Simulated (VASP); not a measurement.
# WS2 (P6_3/mmc) in VASP: Born charges and dielectric tensor with LDA

Aim: the Born charges and dielectric tensor of WS2 with LDA.

Program: VASP 6.6.1. These are calculated values, not measurements. Logs are shortened: lines on timing, memory, paths and dates and some standing lists are left out, and cuts for length are marked.

**1. Starting point**

The structure is hexagonal, space group P6_3/mmc (No. 194). The conventional cell has a = 3.130 Å, b = 3.130 Å, c = 12.178 Å, α = 90.00°, β = 90.00°, γ = 120.00°. Around W (site symmetry -6m2) lie 6 S at 2.39 Å. S (site symmetry 3m) is surrounded by 3 W at 2.39 Å.

The cell is a database's computed one.

**2. Born charges and dielectric tensor, LDA**

File INCAR:

```
PREC = Accurate
ENCUT = 600
EDIFF = 1E-8
ISMEAR = 0
SIGMA = 0.02
LREAL = False
LASPH = True
NELM = 80
ALGO = Normal
ISIF = 2
LWAVE = False
LCHARG = False
LEPSILON = True
IBRION = 8
NSW = 1
```

File KPOINTS:

```
regular mesh
0
Gamma
  12 12 2
```

File POSCAR:

```
WS2
1.0
    3.1295400000      0.0000000000      0.0000000000
   -1.5647700000      2.7102600000      0.0000000000
    0.0000000000      0.0000000000     12.1778200000
W S
2 4
Direct
    0.3333300000      0.6666700000      0.2500000000
    0.6666700000      0.3333300000      0.7500000000
    0.3333300000      0.6666700000      0.6216400000
    0.6666700000      0.3333300000      0.1216400000
    0.3333300000      0.6666700000      0.8783600000
    0.6666700000      0.3333300000      0.3783600000
```

Potentials or basis: VASP PAW LDA potentials, release 64 (W_sv, S).

Started as:

```bash
cat potpaw_LDA.64/W_sv/POTCAR potpaw_LDA.64/S/POTCAR > POTCAR
mpirun -np 1 vasp_std > vasp.out
```

OUTCAR:

```text
PREC = Accurate
   ENCUT = 600
   EDIFF = 1E-8
   ISMEAR = 0
   LREAL = False
   LASPH = True
   NELM = 80
   ISIF = 2
   LEPSILON = True
   IBRION = 8
   NSW = 1

 ion  position               nearest neighbor table
   1  0.333  0.667  0.250-   4 2.39   6 2.39   4 2.39   6 2.39   4 2.39   6 2.39
   2  0.667  0.333  0.750-   3 2.39   5 2.39   3 2.39   5 2.39   3 2.39   5 2.39
   3  0.333  0.667  0.622-   2 2.39   2 2.39   2 2.39
   4  0.667  0.333  0.122-   1 2.39   1 2.39   1 2.39
   5  0.333  0.667  0.878-   2 2.39   2 2.39   2 2.39
   6  0.667  0.333  0.378-   1 2.39   1 2.39   1 2.39

  LATTYP: Found a hexagonal cell.
 ALAT       =     3.1295400000
 C/A-ratio  =     3.8912491932

  Lattice vectors:

 A1 = (   3.1295400000,   0.0000000000,   0.0000000000)
 A2 = (  -1.5647700000,   2.7102600000,   0.0000000000)
 A3 = (   0.0000000000,   0.0000000000,  12.1778200000)

Analysis of symmetry for initial positions (statically):
=====================================================================
 Subroutine PRICEL returns:
 Original cell was already a primitive cell.

 Routine SETGRP: Setting up the symmetry group for a
 hexagonal supercell.

[... 1153 lines left out ...]
  1Z    -0.000000    0.000000  -33.631449   -0.000000    0.000000    0.183404    0.000012   -0.000007   -0.004553    0.001834   -0.001059   16.728576   -0.000012    0.000007   -0.004553   -0.001834    0.001059   16.728576
  2X     0.069386   -0.002441   -0.000000  -22.350553    0.003602   -0.000000   11.096133    0.000632   -0.002851    0.044450   -0.001213    0.002683   11.096133    0.000632    0.002851    0.044450   -0.001213   -0.002683
  2Y    -0.002441    0.066568   -0.000000    0.003602  -22.346374   -0.000000    0.000632   11.096853    0.001646   -0.001213    0.043050   -0.001549    0.000632   11.096853   -0.001646   -0.001213    0.043050    0.001549
  2Z    -0.000000    0.000000    0.183404   -0.000000    0.000000  -33.631449   -0.001834    0.001059   16.728576   -0.000012    0.000007   -0.004553    0.001834   -0.001059   16.728576    0.000012   -0.000007   -0.004553
  3X     0.047010    0.000965    0.001106   11.092965   -0.001395   -0.001942  -10.850612    0.000072    0.001316   -0.023046    0.000261   -0.000938   -0.342728    0.000185   -0.001287    0.076411   -0.000089    0.001745
  3Y     0.000965    0.048125   -0.000639   -0.001395   11.091346    0.001121    0.000072  -10.850520   -0.000760    0.000261   -0.022745    0.000541    0.000185   -0.342514    0.000743   -0.000089    0.076309   -0.001007
  3Z    -0.001950    0.001126    0.052582    0.009453   -0.005458   16.671339   -0.000399    0.000231  -18.978036   -0.003168    0.001829    0.113797   -0.001733    0.001001    1.972366   -0.002202    0.001271    0.167952
  4X    11.092965   -0.001395    0.001942    0.047010    0.000965   -0.001106   -0.023046    0.000261    0.000938  -10.850612    0.000072   -0.001316    0.076411   -0.000089   -0.001745   -0.342728    0.000185    0.001287
  4Y    -0.001395   11.091346   -0.001121    0.000965    0.048125    0.000639    0.000261   -0.022745   -0.000541    0.000072  -10.850520    0.000760   -0.000089    0.076309    0.001007    0.000185   -0.342514   -0.000743
  4Z    -0.009453    0.005458   16.671339    0.001950   -0.001126    0.052582    0.003168   -0.001829    0.113797    0.000399   -0.000231  -18.978036    0.002202   -0.001271    0.167952    0.001733   -0.001001    1.972366
  5X     0.047010    0.000965   -0.001106   11.092965   -0.001395    0.001942   -0.342728    0.000185    0.001287    0.076411   -0.000089   -0.001745  -10.850612    0.000072   -0.001316   -0.023046    0.000261    0.000938
  5Y     0.000965    0.048125    0.000639   -0.001395   11.091346   -0.001121    0.000185   -0.342514   -0.000743   -0.000089    0.076309    0.001007    0.000072  -10.850520    0.000760    0.000261   -0.022745   -0.000541
  5Z     0.001950   -0.001126    0.052582   -0.009453    0.005458   16.671339    0.001733   -0.001001    1.972366    0.002202   -0.001271    0.167952    0.000399   -0.000231  -18.978036    0.003168   -0.001829    0.113797
  6X    11.092965   -0.001395   -0.001942    0.047010    0.000965    0.001106    0.076411   -0.000089    0.001745   -0.342728    0.000185   -0.001287   -0.023046    0.000261   -0.000938  -10.850612    0.000072    0.001316
  6Y    -0.001395   11.091346    0.001121    0.000965    0.048125   -0.000639   -0.000089    0.076309   -0.001007    0.000185   -0.342514    0.000743    0.000261   -0.022745    0.000541    0.000072  -10.850520   -0.000760
  6Z     0.009453   -0.005458   16.671339   -0.001950    0.001126    0.052582   -0.002202    0.001271    0.167952   -0.001733    0.001001    1.972366   -0.003168    0.001829    0.113797   -0.000399    0.000231  -18.978036

 Eigenvectors and eigenvalues of the dynamical matrix
 ----------------------------------------------------

   1 f  =   13.231369 THz    83.135144 2PiTHz  441.350966 cm-1    54.720521 meV
             X         Y         Z           dx          dy          dz
     -0.000016  1.806849  3.044455    -0.000000   -0.000000   -0.353357
      1.564786  0.903411  9.133365     0.000000    0.000000    0.353357
     -0.000016  1.806849  7.570220     0.000022   -0.000013   -0.433093
      1.564786  0.903411  1.481310     0.000022   -0.000013    0.433093
     -0.000016  1.806849 10.696510    -0.000022    0.000013   -0.433093
      1.564786  0.903411  4.607600    -0.000022    0.000013    0.433093
[... 145 lines left out ...]
  18 f/i=    0.000153 THz     0.000960 2PiTHz    0.005096 cm-1     0.000632 meV
             X         Y         Z           dx          dy          dz
     -0.000016  1.806849  3.044455    -0.527271    0.304420    0.000000
      1.564786  0.903411  9.133365    -0.527271    0.304420    0.000000
     -0.000016  1.806849  7.570220    -0.220210    0.127139    0.000002
      1.564786  0.903411  1.481310    -0.220210    0.127139   -0.000002
     -0.000016  1.806849 10.696510    -0.220210    0.127139   -0.000002
      1.564786  0.903411  4.607600    -0.220210    0.127139    0.000002

--------------------------------------------------------------------------------------------------------

 MACROSCOPIC STATIC DIELECTRIC TENSOR IONIC CONTRIBUTION
 ------------------------------------------------------
           0.075059    -0.000007     0.000000
          -0.000007     0.075051     0.000000
           0.000000     0.000000     0.033935
 ------------------------------------------------------

 ELASTIC MODULI CONTR FROM IONIC RELAXATION (kBar)
 Direction    XX          YY          ZZ          XY          YZ          ZX
 --------------------------------------------------------------------------------
 XX        -499.9801   -334.8771  -1089.0482    -29.5313      0.0000      0.0000
 YY        -334.8771   -498.1469  -1088.3135     31.1182     -0.0000     -0.0000
 ZZ       -1089.0482  -1088.3135  -2843.0469      0.6354     -0.0000      0.0000
 XY         -29.5313     31.1182      0.6354   -306.1661      0.0000      0.0000
 YZ           0.0000     -0.0000     -0.0000      0.0000  -1519.0523     -2.5814
 ZX           0.0000     -0.0000      0.0000      0.0000     -2.5814  -1305.5188
 --------------------------------------------------------------------------------

 PIEZOELECTRIC TENSOR IONIC CONTR  for field in x, y, z        (C/m^2)
          XX          YY          ZZ          XY          YZ          ZX
  --------------------------------------------------------------------------------
  x     0.00000    -0.00000    -0.00000     0.00000     0.00000     0.00000
  y    -0.00000    -0.00000    -0.00000    -0.00000    -0.00000     0.00000
  z     0.00000     0.00000     0.00000     0.00000     0.00000     0.00000
```

OSZICAR:

```text
N       E                     dE             d eps       ncg     rms          rms(c)
DAV:   1     0.553132800348E+03    0.55313E+03   -0.31217E+04  5788   0.187E+03
DAV:   2    -0.165558478637E+02   -0.56969E+03   -0.55702E+03  6194   0.481E+02
DAV:   3    -0.541825097921E+02   -0.37627E+02   -0.37165E+02  6805   0.109E+02
[... 13 lines left out ...]
RMM:  22    -0.149200142693E+00   -0.19945E-08   -0.15865E-06  8469   0.766E-05    0.790E-07
RMM:  23    -0.149200139924E+00    0.27690E-08   -0.15764E-06  8523   0.766E-05    0.102E-06
RMM:  24    -0.149200141117E+00   -0.11934E-08   -0.15322E-06  8553   0.766E-05    0.822E-07
RMM:  25    -0.149200139695E+00    0.14227E-08   -0.15932E-06  8591   0.766E-05    0.102E-06
RMM:  26    -0.149200140514E+00   -0.81918E-09   -0.15232E-06  8609   0.766E-05    0.884E-07
 Linear response finished
```

Run time: 81 min. Hardware: 1 thread of Intel Xeon 6975P-C (Granite Rapids), shared host; peak memory 1.4 GiB.

Results:

```yaml
Band_gap_on_the_k_mesh: 0.86 eV, indirect (least direct gap 1.88 eV)
Electronic_dielectric_tensor_diagonal: 14.03, 14.04, 6.77
Born_charges_mean_of_the_diagonal: W -0.65; S +0.33 e
Highest_phonon_frequency_at_Γ_LO-TO_splitting_left_out: 441 cm⁻¹
```

Levels at points of the mesh, in eV from the valence-band top:
| k point | band 24 | band 25 | band 26 | band 27 | band 28 | band 29 |
| --- | --- | --- | --- | --- | --- | --- |
| (0.00, 0.00, 0.00) | -1.45 | -1.39 | 0.00 | 2.32 | 2.32 | 2.33 |
| (0.50, 0.00, 0.00) | -1.77 | -1.73 | -1.58 | 2.33 | 2.38 | 2.55 |
| (0.50, 0.50, 0.00) | -1.77 | -1.73 | -1.58 | 2.33 | 2.38 | 2.55 |
| (0.00, 0.00, 0.50) | -2.26 | -0.33 | -0.33 | 2.31 | 2.31 | 2.31 |
| (0.50, 0.00, 0.50) | -1.85 | -1.66 | -1.66 | 2.35 | 2.35 | 2.78 |
| (0.50, 0.50, 0.50) | -1.85 | -1.66 | -1.66 | 2.35 | 2.35 | 2.78 |

Phonon frequencies in cm⁻¹ (negative: imaginary):
```
              q point                                                     frequencies
(0.000, 0.000, 0.000)  0 0 0 28 28 43 297 297 300 300 357 357 357 357 421 422 437 441
```

Electronic dielectric tensor:
```
14.03  0.00  0.00
 0.00 14.04  0.00
 0.00  0.00  6.77
```

Born effective charge tensors (e):
atom 1, W
```
-0.69  0.00  0.00
 0.00 -0.69  0.00
 0.00  0.00 -0.57
```
atom 2, W
```
-0.69  0.00  0.00
 0.00 -0.69  0.00
 0.00  0.00 -0.57
```
atom 3, S
```
0.35 0.00 0.00
0.00 0.35 0.00
0.00 0.00 0.28
```
atom 4, S
```
0.35 0.00 0.00
0.00 0.35 0.00
0.00 0.00 0.28
```
atom 5, S
```
0.35 0.00 0.00
0.00 0.35 0.00
0.00 0.00 0.28
```
atom 6, S
```
0.35 0.00 0.00
0.00 0.35 0.00
0.00 0.00 0.28
```

Caveat: spin-orbit coupling is left out, which moves the levels of the heavy elements. A k mesh can miss the band edges.
